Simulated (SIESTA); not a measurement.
# Rh in SIESTA: convergence with k mesh

Input of the first run (k mesh 3 × 3 × 3); the others differ in this setting and in those tied to it:

File Rh.fdf:

```
SystemName                      Rhodium
SystemLabel                     Rh
NumberOfSpecies                 1
NumberOfAtoms                   1
%block ChemicalSpeciesLabel
  1  45 Rh
%endblock ChemicalSpeciesLabel

LatticeConstant                 1.0 Ang
%block LatticeVectors
    -0.0393340000     1.8830950000     1.9624630000
     1.9019270000     0.0328110000     1.8903180000
     1.9246520000     1.8336750000     0.0100860000
%endblock LatticeVectors
AtomicCoordinatesFormat         Fractional
%block AtomicCoordinatesAndAtomicSpecies
     0.0047670000     0.0035010000    -0.0058200000  1  Rh
%endblock AtomicCoordinatesAndAtomicSpecies

%block kgrid.MonkhorstPack
    3   0   0  0.0
    0   3   0  0.0
    0   0   3  0.0
%endblock kgrid.MonkhorstPack
XC.Functional                   GGA
XC.Authors                      PBE
PAO.BasisSize                   DZP
PAO.EnergyShift                 0.003 Ry
Mesh.Cutoff                     800 Ry
OccupationFunction              FD
ElectronicTemperature           0.05 eV
MaxSCFIterations                120
SCF.MustConverge                false
SCF.Mixer.Method                Pulay
SCF.Mixer.Weight                0.25
SCF.Mixer.History               8
SCF.DM.Tolerance                5.0e-05
SCF.H.Tolerance                 1.0e-03 eV
WriteForces                     true
Charge.Mulliken                 end
%block PAO.Basis
  Rh 5
  n=4 0 2
    2.902 0.000
  n=5 0 2
    8.446 0.000
  n=4 1 2
    3.313 0.000
  n=5 1 1
    8.446
  n=4 2 2
    5.624 0.000
%endblock PAO.Basis
```

Potentials or basis: PseudoDojo 0.4 standard (PBE files), DZP (energy shift 0.003 Ry; two zetas on semicore shells).

Run with:

```console
$ siesta < Rh.fdf > Rh.out 2>&1
```

The cell isn't the ideal one: cell strained at random at fixed volume.

Hardware: 1 thread of Intel(R) Xeon(R) Platinum 8259CL CPU @ 2.50GHz (Skylake/Cascade Lake) (shared host).

Question: The values tried are 3 × 3 × 3, 5 × 5 × 5, 7 × 7 × 7, 8 × 8 × 8, 10 × 10 × 10, 12 × 12 × 12, 15 × 15 × 15, loosest first. From which on does the pressure stay within 0.1 GPa of the tightest run that finished?

Answer: From 12 × 12 × 12 on.

| k mesh | energy less the tightest run, at zero smearing (meV/atom) | pressure (GPa) | SCF cycles | CPU time (s) | peak memory (GiB) |
| --- | --- | --- | --- | --- | --- |
| 3 × 3 × 3 | 1388.23 | 36.08 | 11 | 43 | 0.25 |
| 5 × 5 × 5 | 128.25 | 15.27 | 9 | 39 | 0.25 |
| 7 × 7 × 7 | -62.18 | 12.00 | 9 | 42 | 0.25 |
| 8 × 8 × 8 | 24.37 | 13.76 | 9 | 45 | 0.25 |
| 10 × 10 × 10 | -10.41 | 12.94 | 7 | 45 | 0.24 |
| 12 × 12 × 12 | -0.51 | 12.97 | 9 | 62 | 0.24 |
| 15 × 15 × 15 | 0.00 | 13.05 | 9 | 94 | 0.25 |

Against the tightest run, the energy stays within 1 meV/atom from 12 × 12 × 12 on. Meshes of other sizes hit other points, so gaps and Fermi surfaces needn't settle smoothly. The tightest run that finished is the yardstick and may itself not be fully converged.

Caveat, for the tightest run too: the basis of atomic orbitals isn't converged, which shifts pressures, moduli and gaps.
